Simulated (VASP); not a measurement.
# Rh (P6_3/mmc) in VASP: a series of runs

One crystal, Rh, is run at these levels: PBE+D3(BJ); tasks: single point.

Program: VASP 6.6.1. These are calculated values, not measurements. Logs are shortened: lines on timing, memory, paths and dates and some standing lists are left out, and cuts for length are marked.

**1. The crystal as given**

The structure is hexagonal, space group P6_3/mmc (No. 194). The conventional cell has a = 2.692 Å, b = 2.692 Å, c = 8.798 Å, α = 90.00°, β = 90.00°, γ = 120.00°. Around Rh (site symmetry -3m) lie 12 Rh at 2.69 Å. Rh (site symmetry -6m2) has 12 Rh at 2.69 Å as nearest neighbours.

This isn't the form of Rh at room conditions, which is fcc.

**2. Single point, PBE+D3(BJ)**

The input, INCAR:

```
SYSTEM = Rh
  ALGO = Fast
  EDIFF = 1E-7
  ENCUT = 520
  GGA = PE
  ISIF = 2
  ISMEAR = 0
  IVDW = 12
  LASPH = .TRUE.
  LCHARG = .TRUE.
  LELF = .TRUE.
  LREAL = .FALSE.
  LVHAR = .TRUE.
  LWAVE = .FALSE.
  NBANDS = 38
  NELM = 100
  PREC = Accurate
  SIGMA = 0.1
```

The input, KPOINTS:

```
k-points
0
G
  9 9 2
  0 0 0
```

The input, POSCAR:

```
Rh
1.0
    2.6917446234      0.0000000000      0.0000000000
   -1.3458723117      2.3311192244      0.0000000000
    0.0000000000      0.0000000000      8.7980701300
Rh
4
Direct
    0.0000000000      0.0000000000      0.0000000000
    0.3333333300      0.6666666700      0.2500000000
    0.0000000000      0.0000000000      0.5000000000
    0.6666666700      0.3333333300      0.7500000000
```

Potentials or basis: VASP PAW PBE potentials, release 64 (Rh_pv).

Run with:

```
$ cat potpaw_PBE.64/Rh_pv/POTCAR > POTCAR
$ mpirun -np 1 vasp_std > vasp.out
```

OUTCAR:

```text
SYSTEM = Rh
   EDIFF = 1E-7
   ENCUT = 520
   GGA = PE
   ISIF = 2
   ISMEAR = 0
   IVDW = 12
   LASPH = .TRUE.
   LREAL = .FALSE.
   NELM = 100
   PREC = Accurate
 IVDW          = 12

 ion  position               nearest neighbor table
   1  0.000  0.000  0.000-   2 2.69   4 2.69   4 2.69   2 2.69   4 2.69   2 2.69
   2  0.333  0.667  0.250-   1 2.69   3 2.69   1 2.69   3 2.69   1 2.69   3 2.69
   3  0.000  0.000  0.500-   2 2.69   4 2.69   4 2.69   2 2.69   4 2.69   2 2.69
   4  0.667  0.333  0.750-   1 2.69   3 2.69   1 2.69   3 2.69   1 2.69   3 2.69

  LATTYP: Found a hexagonal cell.
 ALAT       =     2.6917446234
 C/A-ratio  =     3.2685382014

  Lattice vectors:

 A1 = (   2.6917446234,   0.0000000000,   0.0000000000)
 A2 = (  -1.3458723117,   2.3311192244,   0.0000000000)
 A3 = (   0.0000000000,   0.0000000000,   8.7980701300)

Analysis of symmetry for initial positions (statically):
=====================================================================
 Subroutine PRICEL returns:
 Original cell was already a primitive cell.

 Routine SETGRP: Setting up the symmetry group for a
 hexagonal supercell.

 Subroutine GETGRP returns: Found 24 space group operations
 (whereof 12 operations were pure point group operations)
 out of a pool of 24 trial point group operations.

The static configuration has the point symmetry D_3d.
 The point group associated with its full space group is D_6h.

Analysis of symmetry for dynamics (positions and initial velocities):
=====================================================================
 Subroutine PRICEL returns:
 Original cell was already a primitive cell.

 Routine SETGRP: Setting up the symmetry group for a
 hexagonal supercell.

 Subroutine GETGRP returns: Found 24 space group operations
 (whereof 12 operations were pure point group operations)
 out of a pool of 24 trial point group operations.

The dynamic configuration has the point symmetry D_3d.
 The point group associated with its full space group is D_6h.

 Subroutine INISYM returns: Found 24 space group operations
 (whereof 12 operations are pure point group operations),
 and found     1 'primitive' translations

----------------------------------------------------------------------------------------

                                     Primitive cell

  volume of cell :      55.2059

  direct lattice vectors                    reciprocal lattice vectors
     2.691744623  0.000000000  0.000000000     0.371506268  0.214489244  0.000000000
    -1.345872312  2.331119224  0.000000000     0.000000000  0.428978488  0.000000000
     0.000000000  0.000000000  8.798070130     0.000000000  0.000000000  0.113661290

  length of vectors
     2.691744623  2.691744623  8.798070130     0.428978488  0.428978488  0.113661290

  position of ions in fractional coordinates (direct lattice)
     0.000000000  0.000000000  0.000000000
     0.333333330  0.666666670  0.250000000
     0.000000000  0.000000000  0.500000000
     0.666666670  0.333333330  0.750000000

  ion indices of the primitive-cell ions
   primitive index   ion index
                 1           1
                 2           2
                 3           3
                 4           4

----------------------------------------------------------------------------------------

 KPOINTS: k-points

Automatic generation of k-mesh.
 Grid dimensions read from file:
 generate k-points for:    9    9    2

 Generating k-lattice:

  Cartesian coordinates                     Fractional coordinates (reciprocal lattice)
     0.041278474  0.023832138  0.000000000     0.111111111  0.000000000  0.000000000
     0.000000000  0.047664276  0.000000000     0.000000000  0.111111111  0.000000000
     0.000000000  0.000000000  0.056830645     0.000000000  0.000000000  0.500000000

  Length of vectors
     0.047664276  0.047664276  0.056830645

  Shift w.r.t. Gamma in fractional coordinates (k-lattice)
     0.000000000  0.000000000  0.000000000

 Subroutine IBZKPT returns following result:
 ===========================================

 Found     24 irreducible k-points:

 Following reciprocal coordinates:
            Coordinates               Weight
  0.000000  0.000000  0.000000      1.000000
  0.111111  0.000000  0.000000      6.000000
  0.222222  0.000000  0.000000      6.000000
  0.333333  0.000000  0.000000      6.000000
  0.444444  0.000000  0.000000      6.000000
  0.111111  0.111111  0.000000      6.000000
[... 16 lines left out ...]
  0.333333  0.222222  0.500000     12.000000
  0.333333  0.333333  0.500000      2.000000
   k-points           NKPTS =     24   k-points in BZ     NKDIM =     24   number of bands    NBANDS=     38
   number of dos      NEDOS =    301   number of ions     NIONS =      4
   total plane-waves  NPLWV =  28000
   dimension x,y,z NGX =    20 NGY =   20 NGZ =   70
   dimension x,y,z NGXF=    40 NGYF=   40 NGZF=  140
   ions per type =               4
   NGX,Y,Z   is equivalent  to a cutoff of  12.35, 12.35, 13.23 a.u.
   NGXF,Y,Z  is equivalent  to a cutoff of  24.70, 24.70, 26.45 a.u.
 SYSTEM =  Rh
   PREC   = accura    normal or accurate (medium, high low for compatibility)
   ISTART =      0    job   : 0-new  1-cont  2-samecut
   ICHARG =      2    charge: 1-file 2-atom 10-const
   ISPIN  =      1    spin polarized calculation?
   LNONCOLLINEAR =      F non collinear calculations
   LSORBIT =      F    spin-orbit coupling
   LASPH  =      T    aspherical Exc in radial PAW
   ENCUT  =  520.0 eV  38.22 Ry    6.18 a.u.   5.00  5.00 16.36*2*pi/ulx,y,z
   NELM   =    100;   NELMIN=  2; NELMDL= -5     # of ELM steps
   EDIFF  = 0.1E-06   stopping-criterion for ELM
   LREAL  =      F    real-space projection
   EDIFFG = 0.1E-05   stopping-criterion for IOM
   NSW    =      0    number of steps for IOM
   IBRION =     -1    ionic relax: 0-MD 1-quasi-New 2-CG
   NFREE  =      0    steps in history (QN), initial steepest desc. (CG)
   ISIF   =      2    stress and relaxation
   ISYM   =      2    0-nonsym 1-usesym 2-fastsym
   POTIM  = 0.5000    time-step for ionic-motion
   TEBEG  =    0.0;   TEEND  =   0.0 temperature during run
   PSTRESS=    0.0 pullay stress
   NELECT =      60.0000    total number of electrons
   NUPDOWN=      -1.0000    fix difference up-down
   EMIN   =  10.00;   EMAX   =-10.00  energy-range for DOS
   EFERMI =   0.00;   METHOD = LEGACY
   ISMEAR =     0;   SIGMA  =   0.10  broadening in eV -4-tet -1-fermi 0-gaus
   EFERMI_NEDOS =   21; number of points for ismear=-14 and -15
   IALGO  =     68    algorithm
   IMIX   =      4    mixing-type and parameters
     AMIX     =   0.40;   BMIX     =  1.00
     AMIX_MAG =   1.60;   BMIX_MAG =  1.00
  volume/ion in A,a.u.               =      13.80        93.14
  Fermi-wavevector in a.u.,A,eV,Ry     =   1.683178  3.180745 38.546496  2.833088
  Thomas-Fermi vector in A             =   2.766425
   LORBIT       =      0    0 simple, 1 ext, 2 COOP (PROOUT), +10 PAW based schemes
   GGA     = PE    functional components
   LHFCALC =     F    Hartree Fock is set to
   AEXX    =    0.0000 exact exchange contribution
   IVDW    =    12    specifies the selected vdW correction
   LEPSILON=     F    determine dielectric tensor
   LRPA    =     F    only Hartree local field effects (RPA)
 non-spin polarized calculation
 RMM-DIIS sequential band-by-band and
 Gauss-broadening in eV      SIGMA  =   0.10
  energy-cutoff  :      520.00
  volume of cell :       55.21
 maximum number of plane-waves:      1512
 NGX is ok and might be reduce to    20
   NGX =  9   NGY =  9   NGZ = 33

 number of electron      59.9999994 magnetization

 Free energy of the ion-electron system (eV)
  ---------------------------------------------------
  ext. energy  EPLUGINS =         0.00000000
  ---------------------------------------------------
  free energy    TOTEN  =       -28.96053000 eV

  energy without entropy =      -28.93186054  energy(sigma->0) =      -28.94619527

 E-fermi :  11.8446     XC(G=0): -14.0061

 val. band max:       11.7955903583   @ k =   0.3333   0.3333   0.0000
 cond. band min:      11.8491660896   @ k =   0.2222   0.1111   0.5000
 fundamental gap:      0.0535757313
 Fermi energy:        11.8445946258

 k-point     1 :       0.0000    0.0000    0.0000
  band No.  band energies     occupation
      1     -35.2682      2.00000
      2     -34.9317      2.00000
      3     -34.8960      2.00000
      4     -34.6272      2.00000
      5     -34.6272      2.00000
      6     -34.5970      2.00000
[... 30 lines left out ...]
     37      20.3927      0.00000
     38      26.2726      0.00000

 k-point     2 :       0.1111    0.0000    0.0000
  band No.  band energies     occupation
      1     -35.2405      2.00000
      2     -34.9371      2.00000
      3     -34.9067      2.00000
      4     -34.6910      2.00000
      5     -34.6472      2.00000
      6     -34.6448      2.00000
[... 30 lines left out ...]
     37      20.3284      0.00000
     38      26.7230      0.00000

 k-point     3 :       0.2222    0.0000    0.0000
  band No.  band energies     occupation
      1     -35.1659      2.00000
      2     -34.9780      2.00000
      3     -34.9760      2.00000
      4     -34.8457      2.00000
      5     -34.7675      2.00000
      6     -34.7037      2.00000
[... 30 lines left out ...]
     37      20.2294      0.00000
     38      26.3238      0.00000

 k-point     4 :       0.3333    0.0000    0.0000
  band No.  band energies     occupation
      1     -35.1257      2.00000
      2     -35.1189      2.00000
      3     -35.0226      2.00000
      4     -35.0188      2.00000
      5     -34.9481      2.00000
      6     -34.7645      2.00000
[... 30 lines left out ...]
     37      20.2420      0.00000
     38      22.6317      0.00000
[... 703 lines left out ...]
      4     -35.0563      2.00000
      5     -34.8684      2.00000
      6     -34.8684      2.00000
[... 30 lines left out ...]
     37      23.2928      0.00000
     38      23.3060      0.00000

 k-point    23 :       0.3333    0.2222    0.5000
  band No.  band energies     occupation
      1     -35.1280      2.00000
      2     -35.1280      2.00000
      3     -35.0859      2.00000
      4     -35.0859      2.00000
      5     -34.9063      2.00000
      6     -34.9063      2.00000
[... 30 lines left out ...]
     37      21.2367      0.00000
     38      21.2367      0.00000

 k-point    24 :       0.3333    0.3333    0.5000
  band No.  band energies     occupation
      1     -35.0781      2.00000
      2     -35.0781      2.00000
      3     -35.0657      2.00000
      4     -35.0657      2.00000
      5     -34.9506      2.00000
      6     -34.9506      2.00000
[... 30 lines left out ...]
     37      19.6217      0.00000
     38      19.6217      0.00000

------------------------ aborting loop because EDIFF is reached ----------------------------------------

 Edisp (eV)   -2.57884

 E8    (eV) :    -1.1572

  FORCE on cell =-STRESS in cart. coord.  units (eV):
  Direction    XX          YY          ZZ          XY          YZ          ZX
  --------------------------------------------------------------------------------------
  -------------------------------------------------------------------------------------
  Total      -0.65637    -0.65637    -1.32613    -0.00000     0.00000     0.00000
  in kB     -19.04893   -19.04893   -38.48665    -0.00000     0.00000     0.00000
  external pressure =      -25.53 kB  Pullay stress =        0.00 kB

 VOLUME and BASIS-vectors are now :
 -----------------------------------------------------------------------------
  energy-cutoff  :      520.00
  volume of cell :       55.21
      direct lattice vectors                 reciprocal lattice vectors
     2.691744623  0.000000000  0.000000000     0.371506268  0.214489244  0.000000000
    -1.345872312  2.331119224  0.000000000     0.000000000  0.428978488  0.000000000
     0.000000000  0.000000000  8.798070130     0.000000000  0.000000000  0.113661290

 POSITION                                       TOTAL-FORCE (eV/Angst)
 -----------------------------------------------------------------------------------
      0.00000      0.00000      0.00000         0.000000      0.000000      0.000000
     -0.00000      1.55408      2.19952         0.000000      0.000000     -0.000000
      0.00000      0.00000      4.39904         0.000000      0.000000      0.000000
      1.34587      0.77704      6.59855        -0.000000      0.000000     -0.000000
 -----------------------------------------------------------------------------------
    total drift:                               -0.000000      0.000000      0.000000

  FREE ENERGIE OF THE ION-ELECTRON SYSTEM (eV)
  ---------------------------------------------------
  free  energy   TOTEN  =       -31.5393724284 eV

  energy  without entropy=      -31.5107029656  energy(sigma->0) =      -31.52503770
```

It took 30 s on 1 thread of Intel Xeon 6975P-C (Granite Rapids), shared host; peak memory 0.19 GiB.

Results:

* Free energy: -31.5394 eV
* Pressure: -2.6 GPa
* Band gap on the k mesh: none (metal or under the smearing width)
* Dispersion energy per atom: -0.645 eV

Stress tensor (GPa, compression positive):
```
-1.90  0.00  0.00
 0.00 -1.90  0.00
 0.00  0.00 -3.85
```

Levels at points of the mesh, in eV from the Fermi level:
```
           k point  band 28  band 29  band 30  band 31  band 32  band 33
(0.00, 0.00, 0.00)    -1.42    -1.42    -0.85    -0.85    -0.33    -0.33
(0.00, 0.00, 0.50)    -1.12    -1.12    -1.12    -1.12    -1.12     0.08
```

Caveat: pairwise dispersion overbinds metals, which lowers pressure and volume.

**3. Single point, PBE+D3(BJ)**

This run uses another cell than the first one, of 13.67 Å³/atom, 0.990 times its volume.

The input, INCAR:

```
SYSTEM = Rh
PREC = Accurate ; ENCUT = 520
EDIFF = 1E-6 ; ISMEAR = 0
SIGMA = 0.1 ; LREAL = .FALSE.
LASPH = .TRUE. ; NELM = 100
ALGO = Fast ; ISIF = 2
LWAVE = .FALSE. ; LCHARG = .FALSE.
GGA = PE ; IVDW = 12
NBANDS = 38
```

The input, KPOINTS:

```
regular mesh
0
G
  18 18 6
  0 0 0
```

The input, POSCAR:

```
Rh
1.0
    2.6848368308      0.0000000000      0.0000000000
   -1.3424184154      2.3251369005      0.0000000000
    0.0000000000      0.0000000000      8.7589707931
Rh
4
Direct
    0.0000000000      0.0000000000      0.0000000000
    0.3333333333      0.6666666667      0.2500000000
    0.0000000000      0.0000000000      0.5000000000
    0.6666666667      0.3333333333      0.7500000000
```

Potentials or basis: VASP PAW PBE potentials, release 64 (Rh_pv).

Run with:

```
$ cat potpaw_PBE.64/Rh_pv/POTCAR > POTCAR
$ mpirun -np 1 vasp_std > vasp.out
```

It took 4.2 min on 1 thread of Intel Xeon Platinum 8488C (Sapphire Rapids), shared host; peak memory 0.33 GiB.

It converged, with:

```yaml
Free_energy: -31.5381 eV
Pressure: 0.1 GPa
Band_gap_on_the_k_mesh: none (metal or under the smearing width)
Dispersion_energy_per_atom: -0.651 eV
```

Levels at points of the mesh, in eV from the Fermi level:
| k point | band 27 | band 28 | band 29 | band 30 | band 31 | band 32 | band 33 | band 34 |
| --- | --- | --- | --- | --- | --- | --- | --- | --- |
| (0.00, 0.00, 0.00) | -2.66 | -1.47 | -1.47 | -0.87 | -0.87 | -0.36 | -0.36 | 0.42 |
| (0.50, 0.00, 0.00) | 0.55 | 0.60 | 0.65 | 0.82 | 0.83 | 0.87 | 1.23 | 2.28 |
| (0.00, 0.00, 0.50) | -1.16 | -1.16 | -1.16 | -1.16 | -1.14 | -1.14 | 0.07 | 0.07 |
| (0.50, 0.00, 0.50) | -0.12 | -0.12 | 0.58 | 0.58 | 0.80 | 0.80 | 2.88 | 2.88 |

Caveat: pairwise dispersion overbinds metals, which lowers pressure and volume.
